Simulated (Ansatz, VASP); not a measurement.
# One calculation of BaTe, two programs

```
Ba Te
1.0
     4.84077    0.00000    0.00000
    -2.42038    4.19223    0.00000
     0.00000    0.00000    8.51513
Ba Te
2 2
Direct
  0.00000 0.00000 0.00000
  0.00000 0.00000 0.50000
  0.33333 0.66667 0.25000
  0.66667 0.33333 0.75000
```

Alike in both runs: functional PBEsol; k mesh 8 × 8 × 4; occupations gaussian, width 0.05 eV; no spin polarisation.

Ansatz relaxed the structure, and its values are those at the end. VASP's run is a single point on that final structure, the one shown.

```csv
,VASP,Ansatz
version,VASP 6.6.1,Ansatz 0.2.0
potentials or method,"VASP PAW PBE potentials, release 64 (Ba_sv, Te)","scalar-relativistic, plane waves, PAW"
plane-wave cutoff (eV),520,420
valence electrons in the cell,32,52
```

VASP gave:

| Property | Result |
| --- | --- |
| gap on the k mesh at the Fermi level (eV) | 1.53 |
| least direct gap on the mesh (eV) | 1.58 |
| pressure (GPa) | -0.2 |

Task: Estimate Ansatz's values.

Result: gap on the k mesh at the Fermi level (eV): 1.62; least direct gap on the mesh (eV): 1.67; pressure (GPa): -0.6.

The two sets of potentials don't hold the same shells in valence.

Caveats: the PAW data sets were made with another functional, which shifts forces and pressure a little (VASP); spin-orbit coupling is left out, which moves the levels of the heavy elements. A hybrid or GW would open this gap; PBEsol tends to underestimate it. A k mesh can miss the band edges.
